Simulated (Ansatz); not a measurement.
Here is an Ansatz 0.2.0 calculation.

Contents of input.yaml:

```yaml
crystal:
  lattice:
    - [0.0, 2.702, 2.702]
    - [2.702, 0.0, 2.702]
    - [2.702, 2.702, 0.0]
  atoms:
    - { symbol: Zn, position: [0.75, 0.75, 0.75] }
    - { symbol: S, position: [0.0, 0.0, 0.0] }
hamiltonian:
  xc: mr2scan
  pseudopotentials: { kind: paw }
kpoints:
  mp_grid: { grid: [9, 9, 9] }
scf:
  occupations: { method: fermi_dirac, width: 0.05 }
output:
  forces: true
  stress: true
  write_density: true
  write_potential: true
  elf: true
  volumetric_format: npy
relax:
  f_tol: 0.01
  max_steps: 40
  cell: { stress_tol: 0.05 }
```

Potentials or basis: Ansatz PAW.

Launch:

```bash
$ ansatz run input.yaml --threads 2 --pin off --max-ram 5120MiB --backend cpu --events-out ev --progress --plain --runs-dir out
```

Question: Estimate the relaxed volume.

Answer: 19.56 Å³/atom.

Question: Predict the band gap on the k mesh.

Answer: 2.70 eV, direct.

Question: What does it give for the relaxed cell?

Answer: a = 3.811 Å, b = 3.811 Å, c = 3.811 Å, α = 60.00°, β = 60.00°, γ = 60.00°.

Final structure:
```xyz
2
Lattice="0.0000 2.6945 2.6945 2.6945 0.0000 2.6945 2.6945 2.6945 0.0000" Properties=species:S:1:pos:R:3 pbc="T T T"
Zn    4.0418    4.0418    4.0418
S     0.0000    0.0000    0.0000
```

Caveat: odd divisions of the mesh miss points on the zone boundary, where band edges often lie, so the gap on the mesh can be too wide; the plane-wave basis is chosen anew once the cell has moved, so the energies of steps on either side of that aren't comparable; the PAW data sets come from PBE, with cores solved anew for the run's functional, which leaves a small shift of forces and pressure.
